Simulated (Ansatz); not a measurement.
Screening note. When a metal or semiconductor film converts to its oxide, the product takes more or less room than the layer it consumed. Under 1 the scale is porous; far over 2 it tends to buckle or spall.

The reference row is α-quartz SiO2. A film 5 nm thick converts fully, free to grow only along its normal.

Levels of theory (Ansatz, a plane-wave PAW program): volume per atom: r²SCAN, relaxed cell; the element's atomic volume: r²SCAN, the element in its room-temperature structure; ΔH_f: r²SCAN, 0 K, against the elements in the same set-up, no fitted corrections.

Runs started from generated or typed cells of the structure named: monoclinic HfO2; TiO2; monoclinic ZrO2. Spin–orbit coupling is left out unless named. ΔH_f counts from the lowest computed solid of each element, oxygen or nitrogen as a molecular crystal: Hf (P6_3/mmc), O (C2/m, antiferromagnetic), Si (Fd-3m), Ti (P6/mmm), Zr (P6_3/mmc).

Model: volume per host atom = V × atoms per host atom; ratio = product volume per host atom/element's volume; thickness = start × ratio.

```
crystal                   V (Å³/atom)  atoms per host atom  V of the element (Å³/atom)  ΔH_f (eV/atom)  product volume per host atom (Å³)  Pilling–Bedworth ratio  final thickness (nm)
------------------------  -----------  -------------------  --------------------------  --------------  ---------------------------------  ----------------------  --------------------
monoclinic HfO2                 11.54                3.000                       22.35          −3.775                             50.199                   2.246                  11.2
TiO2 (anatase)                  11.40                3.000                       17.31          −3.299                             34.200                   1.976                   9.9
monoclinic ZrO2                 11.81                3.000                       23.51          −3.719                             35.430                   1.507                   7.5
α-quartz SiO2, reference        12.62                3.000                       20.17          −2.994                             37.860                   1.877                   9.4
```

### Question
Check the column «product volume per host atom (Å³)» against the rules: one row is wrong, and what depends on it inherits the slip. Find and correct it.

### Answer
The row of monoclinic HfO2 shows 50.199. From its own inputs, product volume per host atom: 11.54 × 3.000 = 34.620 Å³. Carried on: Pilling–Bedworth ratio: 34.620/22.35 = 1.549; final thickness: 5 × 1.549 = 7.7 nm. The other rows agree with the rules.

With the correction: Ranking by Pilling–Bedworth ratio, lowest first: monoclinic ZrO2 (1.507 ± 0.050) ≈ monoclinic HfO2 (1.549 ± 0.051), α-quartz SiO2 (1.877 ± 0.062), TiO2 (1.976 ± 0.066). The ± follows from allowances picked for this note (volume per atom 1 %, element's atomic volume 1 %, 3 % for the model), carried to first order and added in quadrature; ≈ joins neighbours closer than their two ± added in quadrature.

Grown layers are often amorphous and less dense than these crystals (thermal SiO2 exceeds the quartz figure). Phases over 50 meV/atom above the lowest one at hand were not drawn (by r²SCAN where it compared them, else by the largest value; a layered or molecular lowest phase counts only with a dispersion term); other phases could lie lower still. The rows are a sample and no shortlist: familiar crystals first, some related and some not, whatever their agreement with measurement; tables with many equal figures were not kept. Limits of the draw: ΔH_f under −0.1 eV/atom, no layered crystals; for ΔH_f, runs without a dispersion term, no Mn, and elements whose lowest cell is their usual one. As a rule kept out of such tables: 4f compounds, open-shell compounds run without a Hubbard term, cells found unstable in the tests at hand, cells close to a higher symmetry, and runs set to a pressure or over 12 % in volume from the crystal's fullest run.
